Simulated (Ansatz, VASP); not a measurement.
One calculation of V, two programs

```
V
1.0
     3.50893    0.00000    0.00000
    -1.75447    3.03882    0.00000
     0.00000    0.00000    3.98100
V
3
Direct
  0.22540 0.00000 0.33333
  0.00000 0.22540 0.66667
  0.77460 0.77460 0.00000
```

Alike in both runs: task relaxation of cell and atoms; functional PBEsol; k mesh 6 × 6 × 4; occupations gaussian, width 0.1 eV; no spin polarisation.

```csv
,VASP,Ansatz
version,VASP 6.6.1,Ansatz 0.2.0
potentials or method,"VASP PAW PBE potentials, release 64 (V_sv)","scalar-relativistic, plane waves, PAW"
plane-wave cutoff (eV),600,420
valence electrons in the cell,39,39
```

Ansatz gave:

```
gap on the k mesh at the Fermi level, each at its own relaxed structure (eV) : none
relaxed volume (Å³/atom)                                                     : 12.95
relaxed cell length with the largest relative difference (Å)                 : 4.115
energy change over the relaxation (meV/atom)                                 : -1567
```

**Question.** What did VASP give for the same quantities?

**Answer.** gap on the k mesh at the Fermi level, each at its own relaxed structure (eV): none; relaxed volume (Å³/atom): 12.92; relaxed cell length with the largest relative difference (Å): 4.107; energy change over the relaxation (meV/atom): -1670.

A gap of «none» marks a metal or a gap that the smearing closes.

Caveats: the k mesh is coarse (spacing up to 0.39 Å⁻¹), so the values aren't converged; the PAW data sets were made with another functional, which shifts forces and pressure a little (VASP).
